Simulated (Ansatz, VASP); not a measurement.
# WC: VASP beside Ansatz

```
W C
1.0
     2.76775    0.00000    0.00000
     0.00000    2.76775    0.00000
     0.00000    0.00000    2.76775
W C
1 1
Direct
  0.00000 0.00000 0.00000
  0.50000 0.50000 0.50000
```

Alike in both runs: task relaxation of cell and atoms; functional PBE; k mesh 15 × 15 × 15; occupations fermi-dirac, width 0.08 eV; no spin polarisation.

|  | VASP | Ansatz |
| --- | --- | --- |
| version | VASP 6.6.1 | Ansatz 0.2.0 |
| potentials or method | VASP PAW PBE potentials, release 64 (W_sv, C) | PAW with Ansatz's default frozen-core files, scalar-relativistic |
| plane-wave cutoff (eV) | 600 | 420 |
| valence electrons in the cell | 18 | 18 |

```csv
,VASP,Ansatz,Ansatz less VASP
relaxed volume (Å³/atom),10.18,10.14,-0.036
relaxed cell length with the largest relative difference (Å),2.730,2.727,-0.0032
energy change over the relaxation (meV/atom),-19,-22,-3.1
```

Spin-orbit coupling is left out, which matters for the levels of W.
